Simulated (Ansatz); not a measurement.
KBr:

```
CELL_PARAMETERS angstrom
4.04350 0.00000 0.00000
0.00000 4.04350 0.00000
0.00000 0.00000 4.04350
ATOMIC_POSITIONS crystal
Br 0.50000 0.50000 0.50000
K 0.00000 0.00000 0.00000
```

Measurements of this composition are mostly on another form, of space group No. 225.

```yaml
Program: Ansatz 0.2.0
Task: relaxation of cell and atoms
Functional: BLYP
Potentials_or_basis: all-electron LAPW, inner shells corrected to Dirac's equation
Basis_error_allowed: 0.0005 eV/atom
k_mesh: 7 × 7 × 7
Occupations: methfessel-paxton, width 0.1 eV
Spin: collinear spin, program default start, total moment locked
Fixed_moment: 0 μB
```

At the start: volume 33.06 Å³/atom.

Task: How do energy, volume and symmetry change on relaxing?

Result: Over 4 steps the energy falls by 5.0 meV/atom and the volume is 34.86 Å³/atom (+5.5 %); space group Pm-3m (No. 221, to 0.05 Å).

Step by step:
| step | energy change (eV) | largest force (eV/Å) | volume (Å³) |
| --- | --- | --- | --- |
| 1 | 0.0000 | 0.0000 | 66.11 |
| 2 | -0.0064 | 0.0000 | 67.59 |
| 3 | -0.0100 | 0.0000 | 69.71 |
| 4 | -0.0100 | 0.0000 | 69.71 |

Final structure:
```
Br K
1.0
     4.11568    0.00000    0.00000
     0.00000    4.11568    0.00000
     0.00000    0.00000    4.11568
Br K
1 1
Cartesian
  2.0578 2.0578 2.0578
  0.0000 0.0000 0.0000
```

Caveat: the total moment is fixed, so each spin has its own Fermi level.
